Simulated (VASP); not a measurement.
The system is Ni.

```xyz
1
Lattice="-1.3968 1.3968 1.3968 1.3968 -1.3968 1.3968 1.3968 1.3968 -1.3968" Properties=species:S:1:pos:R:3 pbc="T T T"
Ni    0.0000    0.0000    0.0000
```

This isn't the form of Ni at room conditions, which is fcc.

- Program: VASP 6.6.1
- Task: relaxation of cell and atoms
- Functional: r2SCAN
- Potentials or basis: VASP PAW PBE potentials, release 64 (Ni)
- Cutoff: 600 eV
- k mesh: 20 × 20 × 20
- Occupations: gaussian, width 0.1 eV
- Spin: collinear spin, ferromagnetic start
- Starting moments: [1.0] μB

At the start: pressure -5.9 GPa; volume 10.90 Å³/atom.

How do energy, volume and symmetry change on relaxing?

Over 3 steps the energy falls by 5.9 meV/atom and the volume is 10.59 Å³/atom (-2.9 %); space group Im-3m (No. 229, to 0.05 Å); moment 0.62 μB per cell.

Step by step:
| step | energy change (eV) | largest force (eV/Å) | pressure (GPa) | volume (Å³) |
| --- | --- | --- | --- | --- |
| 1 | 0.0000 | 0.0000 | -5.89 | 10.90 |
| 2 | 0.0003 | 0.0000 | 6.70 | 10.28 |
| 3 | -0.0059 | 0.0000 | -0.06 | 10.59 |

Final structure:
```
Ni
1.0
    -1.38325    1.38325    1.38325
     1.38325   -1.38325    1.38325
     1.38325    1.38325   -1.38325
Ni
1
Direct
  0.00000 0.00000 0.00000
```

Caveat: the PAW data sets were made with another functional, which shifts forces and pressure a little.
